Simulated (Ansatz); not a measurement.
## Relaxation path: Os (hcp type)

DFT, PBE, PAW with Ansatz's default frozen-core files, scalar-relativistic (Ansatz 0.2.0); a Γ-centred 17×17×9 k mesh, Fermi–Dirac smearing of 0.05 eV, no spin polarisation. The run relaxes cell and atoms at a target pressure of 0 GPa.

Command: `ansatz run input.yaml --threads 1 --pin off --max-ram 3072MiB --backend cpu --events-out ev --progress --plain --runs-dir out` It took 27 s on 1 thread of Arm Neoverse V1, with other jobs on the host, peak memory 0.36 GiB.

PAW: frozen-core files, cutoff 420 eV; forces are relaxed below 0.005 eV/Å.

Each step lists its free energy a cell above the last geometry, the pressure, the cell vectors (Å), and Cartesian positions (Å) with forces (eV/Å).

The first step:

```
step 1  dF = 26.05 meV  P = -0.27 GPa
  cell 2.7306 0.0000 0.0000  -1.3653 2.3648 0.0000  0.0000 0.0000 4.4236
  Os 0.0000 1.5765 1.1059   0.0000 0.0000 0.0000
  Os 1.3653 0.7883 3.3177   0.0000 0.0000 0.0000
```

Spin–orbit coupling is left out, which matters for the heavy atoms.

Q: Where does the relaxation end, and by which steps?

A: After 5 geometries, with conventional a, b, c = 2.755, 2.755, 4.342 Å, at 14.277 Å³/atom (-0.04 % against the start) in space group P6_3/mmc, with a shortest distance of 2.692 Å. The further steps:
```
step 2  dF = 64.14 meV  P = 2.44 GPa  (not accepted)
  cell 2.7932 0.0000 0.0000  -1.3966 2.4190 0.0000  0.0000 0.0000 4.2183
  Os 0.0000 1.6127 1.0546   0.0000 0.0000 0.0000
  Os 1.3966 0.8063 3.1637   0.0000 0.0000 0.0000
step 3  dF = 0.26 meV  P = -0.95 GPa
  cell 2.7569 0.0000 0.0000  -1.3785 2.3876 0.0000  0.0000 0.0000 4.3482
  Os 0.0000 1.5917 1.0871   0.0000 0.0000 0.0000
  Os 1.3785 0.7958 3.2612   0.0000 0.0000 0.0000
step 4  dF = 0.00 meV  P = 0.08 GPa
  cell 2.7554 0.0000 0.0000  -1.3777 2.3863 0.0000  0.0000 0.0000 4.3417
  Os 0.0000 1.5909 1.0854   0.0000 0.0000 0.0000
  Os 1.3777 0.7954 3.2563   0.0000 0.0000 0.0000
step 5  dF = 0.00 meV  P = 0.00 GPa
  cell 2.7555 0.0000 0.0000  -1.3777 2.3863 0.0000  0.0000 0.0000 4.3425
  Os 0.0000 1.5909 1.0856   0.0000 0.0000 0.0000
  Os 1.3777 0.7954 3.2568   0.0000 0.0000 0.0000
step 6  dF = 0.05 meV  P = 0.00 GPa  (same geometry on a basis chosen anew; earlier energies don't compare to the last digit)
  cell 2.7555 0.0000 0.0000  -1.3777 2.3863 0.0000  0.0000 0.0000 4.3425
  Os 0.0000 1.5909 1.0856   0.0000 0.0000 0.0000
  Os 1.3777 0.7954 3.2568   0.0000 0.0000 0.0000
```
